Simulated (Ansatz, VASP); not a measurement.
Two plane-wave programs on AlN

INCAR

```
PREC = Accurate
ENCUT = 520
EDIFF = 1E-6
ISMEAR = 0
SIGMA = 0.05
LREAL = False
LASPH = True
NELM = 80
ALGO = Normal
ISIF = 2
LWAVE = False
LCHARG = False
GGA = CA
NBANDS = 16
```

The input KPOINTS:

```
Automatic mesh
0
Gamma
  9 9 6
```

The input POSCAR:

```
AlN
1.0
    3.1403243997      0.0000000000      0.0000000000
   -1.5701621999      2.7196007063      0.0000000000
    0.0000000000      0.0000000000      5.0263297624
Al N
2 2
Direct
    0.3172581426      0.6345162853      0.0015212672
    0.6827418574      0.3654837147      0.5015212672
    0.3476777443      0.6953554887      0.3834787328
    0.6523222557      0.3046445113      0.8834787328
```

Input for Ansatz:

```yaml
crystal:
  lattice:
    - [3.1403243997, 0.0, 0.0]
    - [-1.5701621999, 2.7196007063, 0.0]
    - [0.0, 0.0, 5.0263297624]
  atoms:
    - { symbol: Al, position: [0.3172581426, 0.6345162853, 0.0015212672] }
    - { symbol: Al, position: [0.6827418574, 0.3654837147, 0.5015212672] }
    - { symbol: "N", position: [0.3476777443, 0.6953554887, 0.3834787328] }
    - { symbol: "N", position: [0.6523222557, 0.3046445113, 0.8834787328] }
basis:
  ecutwfc: 520.0
kpoints:
  mp_grid: { grid: [9, 9, 6] }
hamiltonian:
  xc: lda
scf:
  occupations: { method: gaussian, width: 0.05 }
output:
  forces: true
  stress: true
  eigenvalues: true
```

Change from the starting cell: mode 5 frozen in at -0.086 Å, equal normal strain along x, y and z +0.0167.

Alike in both runs: task single point; functional LDA; k mesh 9 × 9 × 6; occupations gaussian, width 0.05 eV; no spin polarisation.

```csv
,VASP,Ansatz
version,VASP 6.6.1,Ansatz 0.2.0
potentials or method,"VASP PAW LDA potentials, release 64 (Al, N)","scalar-relativistic, plane waves, PAW"
plane-wave cutoff (eV),520,520
valence electrons in the cell,16,16
```

|  | VASP | Ansatz | Ansatz less VASP |
| --- | --- | --- | --- |
| gap on the k mesh at the Fermi level (eV) | 3.90 | 3.90 | -0.004 |
| least direct gap on the mesh (eV) | 3.90 | 3.90 | -0.004 |
| pressure (GPa) | -9.3 | -9.7 | -0.45 |
| largest component of the traceless stress (GPa) | 0.66 | 0.69 | +0.029 |
| rms of the force components (eV/Å) | 0.216 | 0.216 | +0.0002 |

Atom by atom the forces differ by 0.002 eV/Å (rms over components).

Caveats: an odd mesh through Γ misses points on the zone boundary, where band edges often lie.
